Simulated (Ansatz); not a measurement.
# H3C18N: the cost of one run

Method: DFT LDA, plane waves, PAW, scalar-relativistic, no spin polarisation, in Ansatz 0.2.0.

**1. The structure to begin with**

The cell holds 22 atoms (C18H3N): a = 7.398 Å, b = 7.398 Å, c = 11.000 Å, α = 90.00°, β = 90.00°, γ = 120.00°.

As a file:

```cif
data_structure
_symmetry_space_group_name_H-M 'P 1'
_symmetry_Int_Tables_number 1
_cell_length_a 7.3980
_cell_length_b 7.3980
_cell_length_c 11.0000
_cell_angle_alpha 90.000
_cell_angle_beta 90.000
_cell_angle_gamma 120.000
_cell_volume 521.38
loop_
_atom_site_label
_atom_site_type_symbol
_atom_site_fract_x
_atom_site_fract_y
_atom_site_fract_z
_atom_site_occupancy
C1 C 0.00000 0.00000 0.09091 1
C2 C 0.22222 0.11111 0.09091 1
C3 C 0.00000 0.33333 0.09091 1
C4 C 0.22222 0.44444 0.09091 1
C5 C 0.00000 0.66667 0.09091 1
C6 C 0.22222 0.77778 0.09091 1
C7 C 0.33333 0.00000 0.09091 1
C8 C 0.55556 0.11111 0.09091 1
C9 C 0.33333 0.33333 0.09091 1
C10 C 0.55556 0.44444 0.09091 1
C11 C 0.33333 0.66667 0.09091 1
C12 C 0.55556 0.77778 0.09091 1
C13 C 0.66667 0.00000 0.09091 1
C14 C 0.88889 0.11111 0.09091 1
C15 C 0.66667 0.33333 0.09091 1
C16 C 0.88889 0.44444 0.09091 1
C17 C 0.66667 0.66667 0.09091 1
C18 C 0.88889 0.77778 0.09091 1
N1 N 0.69837 0.74131 0.22091 1
H1 H 0.61624 0.59496 0.25545 1
H2 H 0.84419 0.80558 0.25545 1
H3 H 0.63467 0.82340 0.25545 1
```

**2. Relaxing end A**

Input file input.yaml:

```yaml
crystal:
  lattice:
    - [7.398, 0.0, 0.0]
    - [-3.699, 6.406856, 0.0]
    - [0.0, 0.0, 11.0]
  atoms:
    - { symbol: C, position: [0.0, 0.0, 0.0909091] }
    - { symbol: C, position: [0.2222222, 0.1111111, 0.0909091] }
    - { symbol: C, position: [0.0, 0.3333333, 0.0909091] }
    - { symbol: C, position: [0.2222222, 0.4444444, 0.0909091] }
    - { symbol: C, position: [0.0, 0.6666667, 0.0909091] }
    - { symbol: C, position: [0.2222222, 0.7777778, 0.0909091] }
    - { symbol: C, position: [0.3333333, 0.0, 0.0909091] }
    - { symbol: C, position: [0.5555556, 0.1111111, 0.0909091] }
    - { symbol: C, position: [0.3333333, 0.3333333, 0.0909091] }
    - { symbol: C, position: [0.5555556, 0.4444444, 0.0909091] }
    - { symbol: C, position: [0.3333333, 0.6666667, 0.0909091] }
    - { symbol: C, position: [0.5555556, 0.7777778, 0.0909091] }
    - { symbol: C, position: [0.6666667, 0.0, 0.0909091] }
    - { symbol: C, position: [0.8888889, 0.1111111, 0.0909091] }
    - { symbol: C, position: [0.6666667, 0.3333333, 0.0909091] }
    - { symbol: C, position: [0.8888889, 0.4444444, 0.0909091] }
    - { symbol: C, position: [0.6666667, 0.6666667, 0.0909091] }
    - { symbol: C, position: [0.8888889, 0.7777778, 0.0909091] }
    - { symbol: "N", position: [0.6983655, 0.7413139, 0.2209091] }
    - { symbol: H, position: [0.6162367, 0.5949607, 0.2554545] }
    - { symbol: H, position: [0.8441931, 0.805583, 0.2554545] }
    - { symbol: H, position: [0.6346666, 0.823398, 0.2554545] }
basis:
  ecutwfc: 420.0
kpoints:
  mp_grid: { grid: [2, 2, 1] }
hamiltonian:
  xc: lda
scf:
  occupations: { method: gaussian, width: 0.02 }
  lower_state_search: "off"
relax:
  f_tol: 0.03
  max_steps: 60
  adjacent_minimum: "off"
```

Launch:

```console
$ ansatz run input.yaml --threads 1 --pin off --max-ram 3072MiB --backend cpu --events-out ev --progress --plain --runs-dir out
```

**Question.** How long does this run take on 1 thread of Intel Xeon Platinum 8488C (Sapphire Rapids), shared host, and how much memory does it need?

About 2.5 min, with a peak of 0.61 GiB.
